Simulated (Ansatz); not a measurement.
Runs of Ansatz 0.2.0 on MoS2. Symmetry: P6_3/mmc, No. 194, hexagonal system. Conventional cell: a = 3.169 Å, b = 3.169 Å, c = 12.324 Å, α = 90.00°, β = 90.00°, γ = 120.00°. Around Mo (site symmetry -6m2) lie 6 S at 2.41 Å. Around S (site symmetry 3m) lie 3 Mo at 2.41 Å. 

```tsv
task	level	U	cell	k mesh	cutoff (eV)	smearing	hubbard projectors	double counting	points for each segment of the path	gap on the mesh (eV)	pressure (GPa)	relaxed volume (Å³/atom)	largest force (eV/Å)
single point	PBE	-	as given	10 × 10 × 3	500	fermi-dirac 0.05 eV	-	-	-	0.93	2.0	-	0.07
relaxation of cell and atoms	PBEsol+D3(BJ)+ATM	-	relaxed	10 × 10 × 3	420	fermi-dirac 0.05 eV	-	-	-	0.62	0.0	16.51	-
relaxation of cell and atoms	r2SCAN	-	relaxed	10 × 10 × 3	500	fermi-dirac 0.05 eV	-	-	-	1.28	0.0	(c)	-
projected density of states	PBEsol+U	Mo d U = 2 eV	as given	10 × 10 × 3	420	fermi-dirac 0.05 eV	ortho-atomic (the default)	fll (the default)	-	0.92	-3.0	-	0.32
single point	PBE	-	as given	10 × 10 × 3	420	gaussian 0.014 eV	-	-	-	0.93	2.0	-	0.07
band structure	PBEsol	-	as given	10 × 10 × 3	420	fermi-dirac 0.05 eV	-	-	14	0.88	-3.0	-	(a)
relaxation of cell and atoms	RPBE+D3(BJ)	-	relaxed	10 × 10 × 3	420	fermi-dirac 0.05 eV	-	-	-	-	0.0	14.49	-
Born charges and dielectric tensor	PBEsol	-	as given	8 × 8 × 2	420	fixed	-	-	-	0.94	-	-	-
single point	RPBE	-	as given	10 × 10 × 3	420	gaussian 0.02 eV	-	-	-	0.97	4.7	-	-
projected density of states	PBEsol+U	Mo d U = 1 eV	as given	10 × 10 × 3	420	fermi-dirac 0.05 eV	ortho-atomic (the default)	fll (the default)	-	(b)	-3.0	-	0.32
band structure	RPBE	-	as given	10 × 10 × 3	420	fermi-dirac 0.05 eV	-	-	14	0.97	4.7	-	-
```

Alike in all rows: potentials or basis Ansatz PAW; no spin polarisation.

Estimate the missing entries.

(a) 0.31; (b) 0.90; (c) 18.99.

Caveats: the PAW data sets come from PBE, with cores solved anew for the run's functional, which leaves a small shift of forces and pressure (some runs); this functional lacks dispersion, which binds the layers, so the pressure and a relaxed spacing across them are unreliable (some runs); odd divisions of the mesh miss points on the zone boundary, where band edges often lie, so the gap on the mesh can be too wide (some runs); the plane-wave basis is chosen anew once the cell has moved, so the energies of steps on either side of that aren't comparable (some runs); the potentials were made for another functional, which shifts forces and pressure (some runs); the density of states is complete only up to the lowest level of the last band computed (some runs); the volume moved by over 15 % at a fixed basis, so the end points are rough (some runs).

A k mesh can miss the band edges, and the runs leave out spin-orbit coupling on Mo.

Not every run made on this cell is shown here.
